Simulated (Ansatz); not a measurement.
**Relaxing FePt**

All numbers below come from Ansatz, DFT r2SCAN, scalar-relativistic, plane waves, PAW. Cutoff 500 eV, Γ-centred k mesh, Gaussian smearing, collinear spin, first started from parallel moments.

FePt was placed on the caesium chloride structure type (Pm-3m, No. 221), with Fe in place of Cs, Pt in place of Cl, at a guessed volume.

```yaml
crystal:
  lattice:
    - [3.04426, 0.00000, 0.00000]
    - [0.00000, 3.04426, 0.00000]
    - [0.00000, 0.00000, 3.04426]
  atoms:
    - { symbol: Fe, position: [0.00000, 0.00000, 0.00000] }
    - { symbol: Pt, position: [0.50000, 0.50000, 0.50000] }
```

Cell and atoms relax at zero pressure; the relaxation can't lower the symmetry of the start.

Formation energies are uncorrected and refer to the elements' standard structures at the same level.

Q: Which crystal results?

A: It keeps Pm-3m (No. 221). The result still has the caesium chloride structure. Conventional cell: a = 3.050 Å. Fe has 8 Pt at 2.64 Å and 6 Fe at 3.05 Å; Pt has 8 Fe at 2.64 Å and 6 Pt at 3.05 Å.

Space group Pm-3m (No. 221). a = 3.050 Å, b = 3.050 Å, c = 3.050 Å, α = 90.00°, β = 90.00°, γ = 90.00°
```csv
atom,site,symmetry,x,y,z
Fe,1a,m-3m,0.0000,0.0000,0.0000
Pt,1b,m-3m,0.5000,0.5000,0.5000
```

Q: What are its volume, energy, gap and moment?

A: The volume per atom is 14.19 Å³. The density is 14.68 g/cm³, the energy over the elements is -0.18 eV/atom and the gap on the 18×18×18 mesh is 0 eV (a metal). The net moment per atom is 1.81 μB. The largest site moment is 3.31 μB.

The final run used a 18×18×18 mesh on its 2-atom cell and 0.10 eV smearing. For metals, differences of a few meV/atom aren't resolved. Spin–orbit coupling is left out. The magnetic state reached may not be the lowest. A structure relaxed within its symmetry needn't be a true minimum.

Cost: 2 runs of about 4 core-minutes in all, on Arm Neoverse V1 (shared hosts).